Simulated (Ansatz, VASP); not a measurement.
Cu: VASP beside Ansatz

Contents of INCAR:

```
PREC = Accurate ; ENCUT = 520
EDIFF = 1E-6 ; ISMEAR = -1
SIGMA = 0.08 ; LREAL = F
LASPH = T ; NELM = 80
ALGO = Normal ; ISIF = 2
LWAVE = F ; LCHARG = T
GGA = PE ; LELF = T
LVHAR = T ; NBANDS = 18
```

The input KPOINTS:

```
regular mesh
0
Gamma
  13 13 13
```

File POSCAR:

```
Cu
1.0
    0.0000000000      2.3766905394      2.3766905394
    2.3766905394      0.0000000000      2.3766905394
    2.3766905394      2.3766905394      0.0000000000
Cu
2
Direct
   -0.1250000000     -0.1250000000     -0.1250000000
    0.1250000000      0.1250000000      0.1250000000
```

Input for Ansatz:

```yaml
crystal:
  lattice:
    - [0.0, 2.3766905394, 2.3766905394]
    - [2.3766905394, 0.0, 2.3766905394]
    - [2.3766905394, 2.3766905394, 0.0]
  atoms:
    - { symbol: Cu, position: [-0.125, -0.125, -0.125] }
    - { symbol: Cu, position: [0.125, 0.125, 0.125] }
kpoints:
  mp_grid: { grid: [13, 13, 13] }
scf:
  occupations: { method: fermi_dirac, width: 0.08 }
hamiltonian:
  xc: pbe
  pseudopotentials: { kind: paw }
output:
  forces: true
  stress: true
  eigenvalues: true
  populations: true
```

Change from the starting cell: volume scaled by 0.7, PAW files.

Alike in both runs: task single point; functional PBE; k mesh 13 × 13 × 13; occupations fermi-dirac, width 0.08 eV; no spin polarisation.

```csv
,VASP,Ansatz
version,VASP 6.6.1,Ansatz 0.2.0
potentials or method,"VASP PAW PBE potentials, release 64 (Cu)","PAW with Ansatz's default frozen-core files, scalar-relativistic"
plane-wave cutoff (eV),520,420
valence electrons in the cell,22,38
```

```csv
,VASP,Ansatz,Ansatz less VASP
pressure (GPa),47.0,46.9,-0.11
```

The two sets of potentials don't hold the same shells in valence.

Caveats: so large a pressure means that the cell lies far from this level's equilibrium, or that cutoff or potentials fall short (VASP).
